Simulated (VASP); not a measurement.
# PbSe (Clausthalite) (Fm-3m) in VASP: reference runs, part 3 of 3

VASP 6.6.1. Earlier steps stand in the parts before.

### 7 Equation of state, PBE, 29.24 Å³/atom (volume scaled by 1.02)

The input, INCAR:

```
PREC     = Accurate       # precision mode
ENCUT    = 520            # plane-wave cutoff, eV
EDIFF    = 1E-7           # SCF threshold, eV
ISMEAR   = -1             # smearing method
SIGMA    = 0.05           # smearing width, eV
LREAL    = F              # projectors in reciprocal space
LASPH    = T              # aspherical terms in the spheres
NELM     = 80             # most SCF steps
ALGO     = Normal         # electronic algorithm
ISIF     = 2              # what is computed and relaxed
LWAVE    = F              # write WAVECAR
LCHARG   = F              # write CHGCAR
GGA      = PE             # functional
NBANDS   = 17             # bands
```

The input, KPOINTS:

```
Automatic mesh
0
Gamma
  8 8 8
```

The input, POSCAR:

```
PbSe
1.0
    0.0000000000      3.0809197960      3.0809197960
    3.0809197960      0.0000000000      3.0809197960
    3.0809197960      3.0809197960      0.0000000000
Pb Se
1 1
Direct
    0.0000000000      0.0000000000      0.0000000000
    0.5000000000      0.5000000000      0.5000000000
```

Run with:

```console
$ cat potpaw_PBE.64/Pb_d/POTCAR potpaw_PBE.64/Se/POTCAR > POTCAR
$ mpirun -np 1 vasp_std > vasp.out
```

Wall time 45 s (1 thread of AMD EPYC 7R43 (Zen 3), shared host); peak memory 0.15 GiB.

It converged, with:

```yaml
Free_energy: -8.1920 eV
Pressure: 1.3 GPa
Band_gap_on_the_k_mesh: 0.36 eV, direct
```

Caveat: spin-orbit coupling is left out, which as a rule narrows the gap of such compounds by several tenths of an eV.

### 8 Equation of state, PBE, 29.82 Å³/atom (volume scaled by 1.04)

The input, INCAR:

```
SYSTEM = PbSe
PREC     = Accurate       ! precision mode
ENCUT    = 520            ! plane-wave cutoff, eV
EDIFF    = 1E-7           ! SCF threshold, eV
ISMEAR   = -1             ! smearing method
SIGMA    = 0.05           ! smearing width, eV
LREAL    = .FALSE.        ! projectors in reciprocal space
LASPH    = .TRUE.         ! aspherical terms in the spheres
NELM     = 80             ! most SCF steps
ALGO     = Normal         ! electronic algorithm
ISIF     = 2              ! what is computed and relaxed
LWAVE    = .FALSE.        ! write WAVECAR
LCHARG   = .FALSE.        ! write CHGCAR
GGA      = PE             ! functional
NBANDS   = 17             ! bands
```

The input, KPOINTS:

```
Automatic mesh
0
G
  8 8 8
  0 0 0
```

The input, POSCAR:

```
PbSe
1.0
    0.0000000000      3.1009263293      3.1009263293
    3.1009263293      0.0000000000      3.1009263293
    3.1009263293      3.1009263293      0.0000000000
Pb Se
1 1
Direct
    0.0000000000      0.0000000000      0.0000000000
    0.5000000000      0.5000000000      0.5000000000
```

Run with:

```console
$ cat potpaw_PBE.64/Pb_d/POTCAR potpaw_PBE.64/Se/POTCAR > POTCAR
$ mpirun -np 1 vasp_std > vasp.out
```

It took 70 s on 1 thread of AMD EPYC 7R43 (Zen 3), shared host; peak memory 0.17 GiB.

The run converged. Its results:

* Free energy: -8.1982 eV
* Pressure: 0.3 GPa
* Band gap on the k mesh: 0.42 eV, direct

Caveat: spin-orbit coupling is left out, which as a rule narrows the gap of such compounds by several tenths of an eV.

### 9 Equation of state, PBE, 30.39 Å³/atom (volume scaled by 1.06)

The input, INCAR:

```
PREC = Accurate
ENCUT = 520
EDIFF = 1E-7
ISMEAR = -1
SIGMA = 0.05
LREAL = F
LASPH = T
NELM = 80
ALGO = Normal
ISIF = 2
LWAVE = F
LCHARG = F
GGA = PE
NBANDS = 17
```

The input, KPOINTS:

```
regular mesh
0
Gamma
  8 8 8
```

The input, POSCAR:

```
PbSe
1.0
    0.0000000000      3.1206779849      3.1206779849
    3.1206779849      0.0000000000      3.1206779849
    3.1206779849      3.1206779849      0.0000000000
Pb Se
1 1
Direct
    0.0000000000      0.0000000000      0.0000000000
    0.5000000000      0.5000000000      0.5000000000
```

Potentials or basis: VASP PAW PBE potentials, release 64 (Pb_d, Se).

Run with:

```console
$ cat potpaw_PBE.64/Pb_d/POTCAR potpaw_PBE.64/Se/POTCAR > POTCAR
$ mpirun -np 1 vasp_std > vasp.out
```

It took 88 s on 1 thread of AMD EPYC 7R43 (Zen 3), shared host; peak memory 0.17 GiB.

The run converged. Its results:

- Free energy: -8.1977 eV
- Pressure: -0.5 GPa
- Band gap on the k mesh: 0.47 eV, direct

Caveat: spin-orbit coupling is left out, which as a rule narrows the gap of such compounds by several tenths of an eV.

### 10 Equation of state, PBE

Potentials or basis: VASP PAW PBE potentials, release 64 (Pb_d, Se).

No new run: the results of the series are fitted here.

Results:

| Item | Value |
| --- | --- |
| Equilibrium volume | 30.06 Å³/atom |
| Bulk modulus | 47 GPa |
| Pressure derivative of the bulk modulus | 4.2 |

Energy against volume, from the lowest point:
```
volume (Å³/atom)  energy (meV/atom)
          26.951              56.55
          27.524              36.17
          28.097              20.77
          28.671               9.89
          29.244               3.10
          29.818               0.00
          30.391               0.23
```

The run has no spin-orbit coupling, so splittings on Pb are missing.

### 11 Overview

| task | cell | gap on the mesh (eV) | pressure (GPa) |
| --- | --- | --- | --- |
| single point | as given | 0.29 | 2.4 |
| single point | atoms moved at random, drawn with an rms of 0.05 Å | 0.29 | 2.4 |
| equation of state | as given | - | - |

Alike in all rows: level PBE; potentials or basis VASP PAW PBE potentials, release 64 (Pb_d, Se); no spin polarisation; k mesh 8 × 8 × 8; cutoff (eV) 520; smearing fermi-dirac 0.05 eV.

Caveats: spin-orbit coupling is left out, which as a rule narrows the gap of such compounds by several tenths of an eV (some runs).

Total energies depend on the potentials used, so only differences within one code and one set of settings carry meaning.

### 12 How close it comes

Step 2. A measured gap of PbSe is 0.28 eV (direct; 300 K; a printed reference work, monograph); the calculated 0.29 eV misses it by +0.01 eV. 2 values of this kind are on record (0.15 to 0.28 eV); this one was drawn at random. Spin-orbit coupling on Pb, Se is left out. The value is that of PBE on a finite k mesh, which can miss the band edges, without temperature or zero-point motion.

Step 10. The cell as given is a measured one (28.67 Å³/atom); PBE puts the equilibrium volume +4.8 % from it, thermal expansion not counted.
